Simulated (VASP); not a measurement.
# Mg4O in VASP: notebook

The runs below take Mg4O through single point, with LDA.

All numbers are computed with VASP 6.6.1; they aren't measurements. Logs are shortened: lines on timing, memory, paths and dates and some standing lists are left out, and cuts for length are marked.

### Step 1. The cell of the first run

The cell holds a slab with vacuum, 5 atoms: a = 3.147 Å, b = 5.039 Å, c = 20.585 Å, α = 90.00°, β = 90.00°, γ = 90.00°.

### Step 2. Single point, LDA (O at 1/8 of the diagonal of the surface cell, 3.13 Å above the top plane)

INCAR

```
  ALGO = Fast
  DIPOL = 0.5 0.5 0.330
  EDIFF = 1E-7
  ENCUT = 520
  GGA = CA
  IDIPOL = 3
  ISIF = 2
  ISMEAR = 0
  LASPH = True
  LCHARG = False
  LDIPOL = True
  LREAL = False
  LWAVE = False
  NBANDS = 15
  NELM = 100
  PREC = Accurate
  SIGMA = 0.1
```

KPOINTS

```
k-points
0
Gamma
  8 5 1
```

POSCAR

```
Mg4O
1.0
    3.1466128697      0.0000000000      0.0000000000
    0.0000000000      5.0388886589      0.0000000000
    0.0000000000      0.0000000000     20.5846139733
Mg O
4 1
Direct
    0.0000000000      0.7500000000      0.1943198937
    0.5000000000      0.2500000000      0.2384474589
    0.5000000000      0.7500000000      0.3306067122
    0.0000000000      0.2500000000      0.3684603453
    0.1250000000      0.3750000000      0.5205156622
```

Potentials or basis: VASP PAW LDA potentials, release 64 (Mg, O).

Command:

```
cat potpaw_LDA.64/Mg/POTCAR potpaw_LDA.64/O/POTCAR > POTCAR
mpirun -np 1 vasp_std > vasp.out
```

OUTCAR:

```text
EDIFF = 1E-7
   ENCUT = 520
   GGA = CA
   ISIF = 2
   ISMEAR = 0
   LASPH = True
   LREAL = False
   NELM = 100
   PREC = Accurate

 ion  position               nearest neighbor table
   1  0.000  0.750  0.194-   2 3.11   2 3.11   2 3.11   2 3.11   3 3.22   3 3.22
   2  0.500  0.250  0.238-   4 3.10   4 3.10   1 3.11   1 3.11   1 3.11   1 3.11   3 3.15   3 3.15

   3  0.500  0.750  0.331-   4 3.07   4 3.07   4 3.07   4 3.07   2 3.15   2 3.15   1 3.22   1 3.22

   4  0.000  0.250  0.368-   3 3.07   3 3.07   3 3.07   3 3.07   2 3.10   2 3.10
   5  0.125  0.375  0.521-

  LATTYP: Found a simple orthorhombic cell.
 ALAT       =     3.1466128697
 B/A-ratio  =     1.6013691126
 C/A-ratio  =     6.5418323848

  Lattice vectors:

 A1 = (   3.1466128697,   0.0000000000,   0.0000000000)
 A2 = (   0.0000000000,   5.0388886589,   0.0000000000)
 A3 = (   0.0000000000,   0.0000000000,  20.5846139733)

Analysis of symmetry for initial positions (statically):
=====================================================================
 Subroutine PRICEL returns:
 Original cell was already a primitive cell.

 Routine SETGRP: Setting up the symmetry group for a
 simple orthorhombic supercell.

 Subroutine GETGRP returns: Found  1 space group operations
 (whereof  1 operations were pure point group operations)
 out of a pool of  8 trial point group operations.

The static configuration has the point symmetry C_1 .

Analysis of symmetry for dynamics (positions and initial velocities):
=====================================================================
 Subroutine PRICEL returns:
 Original cell was already a primitive cell.

 Routine SETGRP: Setting up the symmetry group for a
 simple orthorhombic supercell.

 Subroutine GETGRP returns: Found  1 space group operations
 (whereof  1 operations were pure point group operations)
 out of a pool of  8 trial point group operations.

The dynamic configuration has the point symmetry C_1 .

 Subroutine INISYM returns: Found  1 space group operations
 (whereof  1 operations are pure point group operations),
 and found     1 'primitive' translations

----------------------------------------------------------------------------------------

                                     Primitive cell

  volume of cell :     326.3779

  direct lattice vectors                    reciprocal lattice vectors
     3.146612870  0.000000000  0.000000000     0.317802043  0.000000000  0.000000000
     0.000000000  5.038888659  0.000000000     0.000000000  0.198456459  0.000000000
     0.000000000  0.000000000 20.584613973     0.000000000  0.000000000  0.048579973

  length of vectors
     3.146612870  5.038888659 20.584613973     0.317802043  0.198456459  0.048579973

[... 109 lines left out ...]
   AEXX    =    0.0000 exact exchange contribution
   IVDW    =     0    specifies the selected vdW correction
   LEPSILON=     F    determine dielectric tensor
   LRPA    =     F    only Hartree local field effects (RPA)
 non-spin polarized calculation
 RMM-DIIS sequential band-by-band and
 Gauss-broadening in eV      SIGMA  =   0.10
  energy-cutoff  :      520.00
  volume of cell :      326.38
 maximum number of plane-waves:      8852
 NGX is ok and might be reduce to    24
   NGX = 11   NGY = 19   NGZ = 77

 number of electron      13.9999998 magnetization

 dipolmoment           0.000000      0.000000      0.475178 electrons x Angstroem

 Free energy of the ion-electron system (eV)
  ---------------------------------------------------
  ext. energy  EPLUGINS =         0.00000000
  ---------------------------------------------------
  free energy    TOTEN  =        -7.62343700 eV

  energy without entropy =       -7.57204242  energy(sigma->0) =       -7.59773971

 E-fermi :  -3.6730     XC(G=0):  -3.7618

 val. band max:       -3.6774580029   @ k =   0.1250   0.2000   0.0000
 cond. band min:      -3.6682960312   @ k =   0.3750  -0.2000   0.0000
 fundamental gap:      0.0091619717
 Fermi energy:        -3.6730300691

 k-point     1 :       0.0000    0.0000    0.0000
  band No.  band energies     occupation
      1     -18.3471      2.00000
      2      -9.9021      2.00000
      3      -7.5955      2.00000
      4      -4.6619      2.00000
      5      -4.4894      2.00000
      6      -3.8679      1.99415
      7      -3.8099      1.94715
      8      -3.7211      1.50330
      9      -3.3539      0.00001
     10      -2.3640      0.00000
     11      -1.6330      0.00000
     12      -1.1708      0.00000
     13       0.1793      0.00000
     14       1.1121      0.00000
[... 347 lines left out ...]
      2      -5.3789      2.00000
      3      -5.2574      2.00000
      4      -4.5367      2.00000
      5      -4.3753      2.00000
      6      -4.1669      2.00000
      7      -3.7863      1.89096
      8      -3.6600      0.85332
      9      -2.8055      0.00000
     10      -2.7604      0.00000
     11      -1.8683      0.00000
     12      -1.6778      0.00000
     13      -0.0064      0.00000
     14       0.0552      0.00000
     15       1.0665      0.00000

------------------------ aborting loop because EDIFF is reached ----------------------------------------

 vacuum level on the upper side and lower side of the slab       (xc-potential included)         2.637        -2.651

  FORCE on cell =-STRESS in cart. coord.  units (eV):
  Direction    XX          YY          ZZ          XY          YZ          ZX
  --------------------------------------------------------------------------------------
  -------------------------------------------------------------------------------------
  Total       -2.0585904     -0.9145538     -4.9651954     -0.0579125     -0.3826236     -0.1689154
  in kB      -10.1055444     -4.4895110    -24.3739616     -0.2842905     -1.8782854     -0.8291997
  external PRESSURE =     -12.9896723 kB  Pullay stress =       0.0000000 kB

 VOLUME and BASIS-vectors are now :
 -----------------------------------------------------------------------------
  energy-cutoff  :      520.00
  volume of cell :      326.38
      direct lattice vectors                 reciprocal lattice vectors
     3.146612870  0.000000000  0.000000000     0.317802043  0.000000000  0.000000000
     0.000000000  5.038888659  0.000000000     0.000000000  0.198456459  0.000000000
     0.000000000  0.000000000 20.584613973     0.000000000  0.000000000  0.048579973

 POSITION                                       TOTAL-FORCE (eV/Angst)
 -----------------------------------------------------------------------------------
      0.00000      3.77917      4.00000         0.001442     -0.024975      0.239026
      1.57331      1.25972      4.90835         0.007314      0.016951     -0.008262
      1.57331      3.77917      6.80541        -0.005745      0.000553     -0.030428
      0.00000      1.25972      7.58461         0.044407      0.143614      1.141352
      0.39333      1.88958     10.71461        -0.047419     -0.136142     -1.341687
 -----------------------------------------------------------------------------------
    total drift:                               -0.000117     -0.000088      0.000210

  FREE ENERGIE OF THE ION-ELECTRON SYSTEM (eV)
  ---------------------------------------------------
  free  energy   TOTEN  =        -7.6234369973 eV

  energy  without entropy=       -7.5720424208  energy(sigma->0) =       -7.59773971

 vacuum level on the upper side and lower side of the slab         5.438         0.015
```

OSZICAR:

```text
N       E                     dE             d eps       ncg     rms          rms(c)
DAV:   1     0.626900283235E+02    0.62690E+02   -0.38801E+03   630   0.619E+02
DAV:   2     0.523372603917E+01   -0.57456E+02   -0.49081E+02   882   0.102E+02
DAV:   3    -0.137918010179E+02   -0.19026E+02   -0.17794E+02   781   0.555E+01
[... 18 lines left out ...]
RMM:  22    -0.762343802015E+01   -0.13243E-04   -0.65026E-06   840   0.101E-02    0.337E-02
RMM:  23    -0.762343652046E+01    0.14997E-05   -0.42272E-06   829   0.894E-03    0.237E-03
RMM:  24    -0.762343772447E+01   -0.12040E-05   -0.14750E-06   834   0.432E-03    0.109E-02
RMM:  25    -0.762343697978E+01    0.74469E-06   -0.39896E-07   692   0.289E-03    0.845E-04
RMM:  26    -0.762343699732E+01   -0.17535E-07   -0.13633E-07   619   0.173E-03
   1 F= -.76234370E+01 E0= -.75977397E+01  d E =-.513946E-01
```

Wall time 2.3 min (1 thread of Intel Xeon Platinum 8488C (Sapphire Rapids), shared host); peak memory 0.32 GiB.

What came out:

- Free energy: -7.6234 eV
- Largest force: 1.349 eV/Å
- Band gap on the k mesh: none (metal or under the smearing width)

Forces in eV/Å, atoms in the order of the input:
```
Mg   0.001 -0.025  0.239
Mg   0.007  0.017 -0.008
Mg  -0.006  0.001 -0.030
Mg   0.044  0.144  1.141
O   -0.047 -0.136 -1.342
```

Levels at points of the mesh, in eV from the Fermi level:
```
           k point  band 5  band 6  band 7  band 8  band 9  band 10
(0.00, 0.00, 0.00)   -0.82   -0.19   -0.14   -0.05    0.32     1.31
(0.50, 0.00, 0.00)   -0.45   -0.26    0.05    0.13    2.50     2.78
```

### Step 3. Single point, LDA (O at 2/8 of the diagonal of the surface cell, 1.09 Å above the top plane)

INCAR

```
PREC = Accurate ; ENCUT = 520
EDIFF = 1E-6 ; ISMEAR = 0
SIGMA = 0.1 ; LREAL = False
LASPH = True ; NELM = 100
ALGO = Fast ; ISIF = 2
LWAVE = False ; LCHARG = False
LDIPOL = True ; IDIPOL = 3
DIPOL = 0.5 0.5 0.311 ; GGA = CA
NBANDS = 15
```

KPOINTS

```
regular mesh
0
Gamma
  8 5 1
```

Changes to POSCAR since step 2:

```diff
@@ -12,2 +12,2 @@
     0.0000000000      0.2500000000      0.3684603453
-    0.1250000000      0.3750000000      0.5205156622
+    0.2500000000      0.5000000000      0.4214125164
```

Potentials or basis: VASP PAW LDA potentials, release 64 (Mg, O).

Command:

```
cat potpaw_LDA.64/Mg/POTCAR potpaw_LDA.64/O/POTCAR > POTCAR
mpirun -np 1 vasp_std > vasp.out
```

OUTCAR:

```text
PREC = Accurate
   ENCUT = 520
   EDIFF = 1E-6
   ISMEAR = 0
   LREAL = False
   LASPH = True
   NELM = 100
   ISIF = 2
   GGA = CA

 ion  position               nearest neighbor table
   1  0.000  0.750  0.194-   2 3.11   2 3.11   2 3.11   2 3.11   3 3.22   3 3.22
   2  0.500  0.250  0.238-   4 3.10   4 3.10   1 3.11   1 3.11   1 3.11   1 3.11   3 3.15   3 3.15

   3  0.500  0.750  0.331-   5 2.39   4 3.07   4 3.07   4 3.07   4 3.07   2 3.15   2 3.15   1 3.22
                             1 3.22
   4  0.000  0.250  0.368-   5 1.84   3 3.07   3 3.07   3 3.07   3 3.07   2 3.10   2 3.10
   5  0.250  0.500  0.421-   4 1.84   3 2.39

  LATTYP: Found a simple orthorhombic cell.
 ALAT       =     3.1466128697
 B/A-ratio  =     1.6013691126
 C/A-ratio  =     6.5418323848

  Lattice vectors:

 A1 = (   3.1466128697,   0.0000000000,   0.0000000000)
 A2 = (   0.0000000000,   5.0388886589,   0.0000000000)
 A3 = (   0.0000000000,   0.0000000000,  20.5846139733)

Analysis of symmetry for initial positions (statically):
=====================================================================
 Subroutine PRICEL returns:
 Original cell was already a primitive cell.

 Routine SETGRP: Setting up the symmetry group for a
 simple orthorhombic supercell.

 Subroutine GETGRP returns: Found  1 space group operations
 (whereof  1 operations were pure point group operations)
 out of a pool of  8 trial point group operations.

The static configuration has the point symmetry C_1 .

Analysis of symmetry for dynamics (positions and initial velocities):
=====================================================================
 Subroutine PRICEL returns:
 Original cell was already a primitive cell.

 Routine SETGRP: Setting up the symmetry group for a
 simple orthorhombic supercell.

 Subroutine GETGRP returns: Found  1 space group operations
 (whereof  1 operations were pure point group operations)
 out of a pool of  8 trial point group operations.

The dynamic configuration has the point symmetry C_1 .

 Subroutine INISYM returns: Found  1 space group operations
 (whereof  1 operations are pure point group operations),
 and found     1 'primitive' translations

----------------------------------------------------------------------------------------

                                     Primitive cell

  volume of cell :     326.3779

  direct lattice vectors                    reciprocal lattice vectors
     3.146612870  0.000000000  0.000000000     0.317802043  0.000000000  0.000000000
     0.000000000  5.038888659  0.000000000     0.000000000  0.198456459  0.000000000
     0.000000000  0.000000000 20.584613973     0.000000000  0.000000000  0.048579973

  length of vectors
     3.146612870  5.038888659 20.584613973     0.317802043  0.198456459  0.048579973

  position of ions in fractional coordinates (direct lattice)
     0.000000000  0.750000000  0.194319894
     0.500000000  0.250000000  0.238447459
     0.500000000  0.750000000  0.330606712
     0.000000000  0.250000000  0.368460345
     0.250000000  0.500000000  0.421412516

  ion indices of the primitive-cell ions
   primitive index   ion index
                 1           1
                 2           2
                 3           3
                 4           4
                 5           5

----------------------------------------------------------------------------------------

 KPOINTS: regular mesh
[... 60 lines left out ...]
   LSORBIT =      F    spin-orbit coupling
   LASPH  =      T    aspherical Exc in radial PAW
   ENCUT  =  520.0 eV  38.22 Ry    6.18 a.u.   5.85  9.37 38.27*2*pi/ulx,y,z
   NELM   =    100;   NELMIN=  2; NELMDL= -5     # of ELM steps
   EDIFF  = 0.1E-05   stopping-criterion for ELM
   LREAL  =      F    real-space projection
   EDIFFG = 0.1E-04   stopping-criterion for IOM
   NSW    =      0    number of steps for IOM
   IBRION =     -1    ionic relax: 0-MD 1-quasi-New 2-CG
   NFREE  =      0    steps in history (QN), initial steepest desc. (CG)
   ISIF   =      2    stress and relaxation
   ISYM   =      2    0-nonsym 1-usesym 2-fastsym
   POTIM  = 0.5000    time-step for ionic-motion
   TEBEG  =    0.0;   TEEND  =   0.0 temperature during run
   PSTRESS=    0.0 pullay stress
   NELECT =      14.0000    total number of electrons
   NUPDOWN=      -1.0000    fix difference up-down
   EMIN   =  10.00;   EMAX   =-10.00  energy-range for DOS
   EFERMI =   0.00;   METHOD = LEGACY
   ISMEAR =     0;   SIGMA  =   0.10  broadening in eV -4-tet -1-fermi 0-gaus
   EFERMI_NEDOS =   21; number of points for ismear=-14 and -15
   IALGO  =     68    algorithm
   IMIX   =      4    mixing-type and parameters
     AMIX     =   0.40;   BMIX     =  1.00
     AMIX_MAG =   1.60;   BMIX_MAG =  1.00
  volume/ion in A,a.u.               =      65.28       440.50
  Fermi-wavevector in a.u.,A,eV,Ry     =   0.573074  1.082953  4.468338  0.328414
  Thomas-Fermi vector in A             =   1.614207
   LORBIT       =      0    0 simple, 1 ext, 2 COOP (PROOUT), +10 PAW based schemes
   GGA     = CA    functional components
   LHFCALC =     F    Hartree Fock is set to
   AEXX    =    0.0000 exact exchange contribution
   IVDW    =     0    specifies the selected vdW correction
   LEPSILON=     F    determine dielectric tensor
   LRPA    =     F    only Hartree local field effects (RPA)
 non-spin polarized calculation
 RMM-DIIS sequential band-by-band and
 Gauss-broadening in eV      SIGMA  =   0.10
  energy-cutoff  :      520.00
  volume of cell :      326.38
 maximum number of plane-waves:      8852
 NGX is ok and might be reduce to    24
   NGX = 11   NGY = 19   NGZ = 77

 number of electron      14.0000001 magnetization

 dipolmoment           0.000000      0.000000      0.323375 electrons x Angstroem

 Free energy of the ion-electron system (eV)
  ---------------------------------------------------
  ext. energy  EPLUGINS =         0.00000000
  ---------------------------------------------------
  free energy    TOTEN  =       -13.04022910 eV

  energy without entropy =      -13.02515062  energy(sigma->0) =      -13.03268986

 E-fermi :  -3.2384     XC(G=0):  -3.4179

 val. band max:       -3.2440296485   @ k =   0.3750  -0.4000   0.0000
 cond. band min:      -3.1361783307   @ k =   0.3750   0.2000   0.0000
 fundamental gap:      0.1078513178
 Fermi energy:        -3.2383677101

 k-point     1 :       0.0000    0.0000    0.0000
  band No.  band energies     occupation
      1     -18.7005      2.00000
      2      -9.3744      2.00000
      3      -6.8248      2.00000
      4      -5.0943      2.00000
      5      -4.6896      2.00000
      6      -3.8869      2.00000
      7      -3.3988      1.97676
      8      -3.0491      0.00743
      9      -3.0376      0.00453
     10      -1.1838      0.00000
     11      -0.3045      0.00000
     12      -0.0320      0.00000
     13       0.9061      0.00000
     14       2.1772      0.00000
[... 347 lines left out ...]
      2      -5.6277      2.00000
      3      -5.1834      2.00000
      4      -4.8291      2.00000
      5      -4.6250      2.00000
      6      -4.2183      2.00000
      7      -3.5699      2.00000
      8      -3.3469      1.87529
      9      -1.9870      0.00000
     10      -1.6365      0.00000
     11      -0.8281      0.00000
     12      -0.4154      0.00000
     13       0.9602      0.00000
     14       1.4254      0.00000
     15       2.6133      0.00000

------------------------ aborting loop because EDIFF is reached ----------------------------------------

 vacuum level on the upper side and lower side of the slab       (xc-potential included)         1.692        -1.933

  FORCE on cell =-STRESS in cart. coord.  units (eV):
  Direction    XX          YY          ZZ          XY          YZ          ZX
  --------------------------------------------------------------------------------------
  -------------------------------------------------------------------------------------
  Total       -0.3144013     -2.3311986     -4.6751220      0.6532169      1.8758491      1.4981726
  in kB       -1.5433846    -11.4437682    -22.9500018      3.2066175      9.2084744      7.3544742
  external PRESSURE =     -11.9790515 kB  Pullay stress =       0.0000000 kB

 VOLUME and BASIS-vectors are now :
 -----------------------------------------------------------------------------
  energy-cutoff  :      520.00
  volume of cell :      326.38
      direct lattice vectors                 reciprocal lattice vectors
     3.146612870  0.000000000  0.000000000     0.317802043  0.000000000  0.000000000
     0.000000000  5.038888659  0.000000000     0.000000000  0.198456459  0.000000000
     0.000000000  0.000000000 20.584613973     0.000000000  0.000000000  0.048579973

 POSITION                                       TOTAL-FORCE (eV/Angst)
 -----------------------------------------------------------------------------------
      0.00000      3.77917      4.00000        -0.007560     -0.012446      0.189994
      1.57331      1.25972      4.90835         0.008126     -0.055904     -0.157153
      1.57331      3.77917      6.80541        -0.342893     -1.088177      1.671381
      0.00000      1.25972      7.58461        -0.781822      0.391785      1.155120
      0.78665      2.51944      8.67461         1.124150      0.764742     -2.859342
 -----------------------------------------------------------------------------------
    total drift:                               -0.000016     -0.000089      0.000054

  FREE ENERGIE OF THE ION-ELECTRON SYSTEM (eV)
  ---------------------------------------------------
  free  energy   TOTEN  =       -13.0402291022 eV

  energy  without entropy=      -13.0251506192  energy(sigma->0) =      -13.03268986

 vacuum level on the upper side and lower side of the slab         4.071         0.372
```

Wall time 2.6 min (1 thread of Intel Xeon Platinum 8488C (Sapphire Rapids), shared host); peak memory 0.32 GiB.

Results:

```
Free energy            : -13.0402 eV
Largest force          : 3.166 eV/Å
Band gap on the k mesh : none (metal or under the smearing width)
```

Forces on the atoms (eV/Å):
```
Mg  -0.008 -0.012  0.190
Mg   0.008 -0.056 -0.157
Mg  -0.343 -1.088  1.671
Mg  -0.782  0.392  1.155
O    1.124  0.765 -2.859
```
